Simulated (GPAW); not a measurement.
Set up this calculation in GPAW 26.7.0, as an ASE script.

```
Task                : band structure
Functional          : PBEsol
Potentials or basis : PAW data sets generated in the run's folder for this functional
Cutoff              : 600 eV
Basis               : pw
k mesh              : 7 × 7 × 6
Occupations         : fermi-dirac, width 0.05 eV
Spin                : collinear spin, ferromagnetic start
Starting moments    : [1.0, 1.0] μB
Hubbard terms       : Ni d U = 4 eV
Maxiter             : 150
Band path           : GXMGZRAZ,XR,MA
Band points         : 80
```

The system is TiNi.

```xyz
2
Lattice="2.7358 0.0000 0.0000 0.0000 2.7358 0.0000 0.0000 0.0000 3.5814" Properties=species:S:1:pos:R:3 pbc="T T T"
Ni    0.0000    0.0000    0.0000
Ti    1.3679    1.3679    1.7907
```

The cell comes from a database or a generator and needn't be the stable form of this composition.

These files were run (other wordings do the same):

run.py

```python
from ase import Atoms
from ase.dft.bandgap import bandgap
from ase.io import write
from ase.units import GPa
from gpaw import GPAW, PW, setup_paths

setup_paths.insert(0, '.')

atoms = Atoms(['Ni', 'Ti'],
              cell=[[2.735803, 0.0, 0.0],
                    [0.0, 2.735803, 0.0],
                    [0.0, 0.0, 3.58141]],
              scaled_positions=[[0.0, 0.0, 0.0],
                                [0.5, 0.5, 0.5]],
              pbc=True)
atoms.set_initial_magnetic_moments([1.0, 1.0])

calc = GPAW(mode=PW(600),
            xc='PBEsol',
            kpts={'size': (7, 7, 6), 'gamma': True},
            occupations={'name': 'fermi-dirac', 'width': 0.05},
            setups={'Ni': ':d,4.0'},
            nbands=27,
            convergence={'density': 1e-05, 'energy': 1e-05},
            maxiter=150,
            txt='gpaw.txt')
atoms.calc = calc
energy = atoms.get_potential_energy()
forces = atoms.get_forces()
stress = atoms.get_stress()
calc.write('gs.gpw')
write('result.traj', atoms)
print(f'Energy: {energy:.6f} eV')
print('Forces (eV/A):')
print(forces.round(4))
print('Stress (GPa):', (stress / GPa).round(3))
print('Moments:', calc.get_magnetic_moments().round(3))
print('Fermi level:', round(calc.get_fermi_level(), 4), 'eV')
print(f'Gap: {bandgap(calc)[0]:.4f} eV, direct: {bandgap(calc, direct=True)[0]:.4f} eV')

path = atoms.cell.bandpath('GXMGZRAZ,XR,MA', npoints=80, eps=1e-4)
bs_calc = calc.fixed_density(kpts=path, symmetry='off', nbands=38,
                             convergence={'bands': 'CBM+6.0', 'eigenstates': 1e-6}, txt='bands.txt')
bs = bs_calc.band_structure()
bs.write('bs.json')
print(f'Gap on the path: {bandgap(bs_calc)[0]:.4f} eV')
```

Potentials or basis: PAW data sets generated in the run's folder for this functional, pw.

Launch:

```bash
$ gpaw-setup -f PBEsol Ni Ti
$ OMP_NUM_THREADS=1 python run.py
```

It gave:

```json
{
 "Pressure": "-5.7 GPa",
 "Band gap along the path": "none (metal or under the smearing width)",
 "Net moment": "0.68 μB per cell",
 "Site moments": "Ni +0.48; Ti +0.21 μB"
}
```

Caveat: the stock nickel data set gives pressures a few GPa off other programs; the U is typed as a test and isn't derived for this compound.

It took 84 s on 1 thread of Arm Neoverse V2, with other jobs on the host, peak memory 0.3 GiB.
